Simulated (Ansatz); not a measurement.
**BN: the gap against volume**

BN, F-43m, a = 3.610 Å. The compound has several low-lying forms, and this is one of them. Ansatz: r2SCAN, PAW, 500 eV, Γ-centred 12×12×12 mesh on 2 atoms, Gaussian smearing 0.02 eV; no spin polarisation. Symmetry fixes shape and atoms, so the cell is only scaled; x = ln(V/V0) with V0 = 5.879 Å³/atom. The gap is read at the mesh points alone.

```tsv
x	gap y (eV)
-0.1278	5.158
-0.0943	5.119
-0.0619	5.081
-0.0305	5.042
0.0000	5.003
0.0296	4.964
0.0583	4.925
0.0953	?
```

**Question.** Fit a straight line to the other rows, give the volume deformation potential of the gap and its pressure coefficient, and predict the missing gap. B0 = 391.7 GPa.

**Answer.** Means x = -0.03237, y = 5.0417; Σ(Δx)² = 0.02693, ΣΔxΔy = -0.03369; the slope is their ratio. y = 5.0012 − 1.2513 x. The slope is the deformation potential a = dE_g/d ln V = -1.25 eV, and dE_g/dP = −a/B0 = 3.19 meV/GPa. At x = 0.0953 the fit asked for gives 4.882 eV. The run gave 4.872 eV, so the fit is 0.010 eV too high, 3.5 % of the span of the series, against an rms of 0.002 eV on the fitted rows. The row lies outside the fitted range. With a term in x² added, a fit to the same known rows predicts 4.873 eV, so most of the miss is curvature that the known rows already hold.

Semilocal functionals give gaps under the measured ones; changes of the gap mostly carry over better.